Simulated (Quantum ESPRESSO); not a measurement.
The system is Bi.

```xyz
1
Lattice="-1.9814 1.9814 1.9814 1.9814 -1.9814 1.9814 1.9814 1.9814 -1.9814" Properties=species:S:1:pos:R:3 pbc="T T T"
Bi    0.0000    0.0000    0.0000
```

This isn't the form of Bi at room conditions, which is rhombohedral.

Base run:

- Program: Quantum ESPRESSO 7.5
- Functional: AM05
- Potentials or basis: SG15 PBE 1.2
- Cutoff: 898 eV
- Density cutoff: 3592 eV
- k mesh: 9 × 9 × 9
- Occupations: fermi-dirac, width 0.05 eV
- Spin: no spin polarisation

Its results: band gap on the k mesh none (metal or under the smearing width); pressure -1.8 GPa.

After a change of settings the same cell gave: band gap on the k mesh none (metal or under the smearing width); pressure 2.3 GPa. Which change was it?
A. functional from AM05 to WC
B. functional from AM05 to RPBE
C. functional from AM05 to PBE
D. functional from AM05 to SCAN; k mesh from 9 × 9 × 9 to 7 × 7 × 7

B.

RPBE binds less tightly than AM05, so the same cell stands under more pressure.

Caveats: the potentials were made for another functional, which shifts forces and pressure; spin-orbit coupling is left out, which moves the levels of the heavy elements.
